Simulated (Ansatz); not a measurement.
ZrO₂ in the fluorite structure

Computed with Ansatz (plane waves, PAW, 420 eV cutoff): PBE, scalar-relativistic, no spin polarisation, Γ-centred 12×12×12 mesh, 0.05 eV Gaussian smearing; PAW files: Ansatz's generated set soft_2.

```
CELL_PARAMETERS angstrom
0.00000 2.55791 2.55791
2.55791 0.00000 2.55791
2.55791 2.55791 0.00000
ATOMIC_POSITIONS crystal
Zr 0.00000 0.00000 0.00000
O 0.25000 0.25000 0.25000
O 0.75000 0.75000 0.75000
```

The start was a prototype's sites filled with these elements; the Crystallography Open Database holds the compound in this structure.

Cell and atoms are those of this level's equilibrium.

Path: Γ–X–U | K–Γ–L–W–X, with Γ = (0.000, 0.000, 0.000), X = (0.500, 0.000, 0.500), U = (0.625, 0.250, 0.625), K = (0.375, 0.375, 0.750), L = (0.500, 0.500, 0.500), W = (0.500, 0.250, 0.750) in reciprocal vectors of the calculation's cell.

Levels between -4 and 4 eV from the Fermi level at the path's named points:
| point | below E_F (eV) | above E_F (eV) |
| --- | --- | --- |
| Γ | -2.19 -2.19 -2.19 | 1.66 1.66 |
| X | -3.15 -3.15 -1.66 | 2.09 3.00 |
| U and K | -3.83 -2.86 -1.99 | 2.31 3.00 |
| L | -3.29 -3.29 | 2.28 2.28 |
| W | -3.02 -1.86 | 2.72 2.85 |

Question: By these bands, is it a metal or an insulator, and if it has a gap, where are the band edges on this path?

Answer: An insulator with a gap of 3.32 eV on the path, the valence band topping at X and the conduction band bottoming at Γ; the smallest direct gap is 3.75 eV.

Formal charges Zr⁴⁺, O²⁻ balance and leave closed shells on every ion, so a band insulator is expected, and the gap is 3.32 eV.

Within 0.6 eV of the edges the projected states are 97 % O 2p at the top of the valence band and 93 % Zr 4d at the bottom of the conduction band. Crossing the gap moves an electron from the anion's filled p shell to the metal's empty orbitals, as in ionic insulators.

Run time: 11 s on 2 threads of Arm Neoverse V1, on a shared host, peak memory 0.33 GiB.

Semilocal functionals underestimate band gaps, commonly by a third or more.
